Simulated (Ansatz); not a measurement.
GaAs: sound and stiffness along [100], [110] and [111]

Theory: DFT PBE, scalar-relativistic, plane waves, PAW (Ansatz). Cutoff 420 eV, 12×12×12 k-points (Γ-centred), Gaussian smearing of 0.02 eV. No spin polarisation.

The cell, relaxed at this level:
```yaml
crystal:
  lattice:
    - [0.00000, 2.87269, 2.87269]
    - [2.87269, 0.00000, 2.87269]
    - [2.87269, 2.87269, 0.00000]
  atoms:
    - { symbol: Ga, position: [0.00000, 0.00000, 0.00000] }
    - { symbol: As, position: [0.25000, 0.25000, 0.25000] }
```

With ions relaxed, on the cubic axes: C11 = 99.5, C12 = 41.6, C44 = 51.2 GPa. The density is 5.066 g/cm³.

Question: Is the crystal stable against strain, and how anisotropic is it?

Answer: Born's conditions hold: C11 + 2C12 = 182.7, C11 − C12 = 57.8 and C44 = 51.2 GPa are all positive. B = (C11 + 2C12)/3 = 60.9 GPa. The two shear moduli are C44 and C′ = (C11 − C12)/2 = 28.9 GPa, so Zener's ratio is A = C44/C′ = 1.77: the tetragonal shear C′ is the soft one, as in many fcc and bcc metals and zincblende crystals. The Cauchy pressure C12 − C44 is -9.6 GPa; it would vanish for pair forces between atoms on inversion centres at zero pressure, and a negative value is usual with directional bonding, though many-body forces give one in some ionic oxides too.

Question: Give the sound speeds along the three symmetry directions.

Answer: The Christoffel equation gives ρv² for each branch:
| direction | branch | ρv² | GPa | v (m/s) |
| --- | --- | --- | --- | --- |
| [100] | L | C11 | 99.5 | 4431 |
| [100] | T (×2) | C44 | 51.2 | 3179 |
| [110] | L | (C11 + C12 + 2C44)/2 | 121.7 | 4902 |
| [110] | T, u ∥ [001] | C44 | 51.2 | 3179 |
| [110] | T, u ∥ [1-10] | (C11 − C12)/2 | 28.9 | 2390 |
| [111] | L | (C11 + 2C12 + 4C44)/3 | 129.1 | 5049 |
| [111] | T (×2) | (C11 − C12 + C44)/3 | 36.3 | 2679 |

In a piezoelectric crystal some branches stiffen further, which is left out.

Question: How does Young's modulus depend on direction?

Answer: Inverting gives S11 = 13.349, S12 = -3.937, S44 = 19.535 TPa⁻¹. Along a unit vector (l, m, n), 1/E = S11 − 2(S11 − S12 − S44/2)(l²m² + m²n² + n²l²), where the last bracket is 0, 1/4 and 1/3 for [100], [110] and [111]: E = 75, 104 and 120 GPa. With A > 1 the body diagonal is stiffest. For a film on (001), the biaxial modulus is C11 + C12 − 2C12²/C11 = 106 GPa and the normal strain is −2C12/C11 = -0.84 times the in-plane one.

The longitudinal speed rises from [100] through [110] to [111], while the slowest wave is the [110] shear polarised along [1-10], governed by C′. Both follow from the tetrahedral sp³ network. A volume-conserving tetragonal strain leaves the nearest-neighbour bond lengths unchanged to first order and is resisted mainly by bond bending, which is soft. The C44 shear also stretches and compresses bonds, although the internal displacement of the two sublattices relieves part of that cost. Tension along [111] loads one set of bonds head-on, so Young's modulus peaks there.

The elastic constants, and with them the sound speeds, lie below the measured ones for GaAs. The likely cause is PBE's underbinding, which expands the lattice and weakens the restoring forces. Because this softening affects all three constants, the anisotropy is probably more trustworthy than the absolute stiffness. The positive Born combinations establish stability against small homogeneous strains only, not against phonon instabilities at finite wavevector or transformation to another phase under pressure.
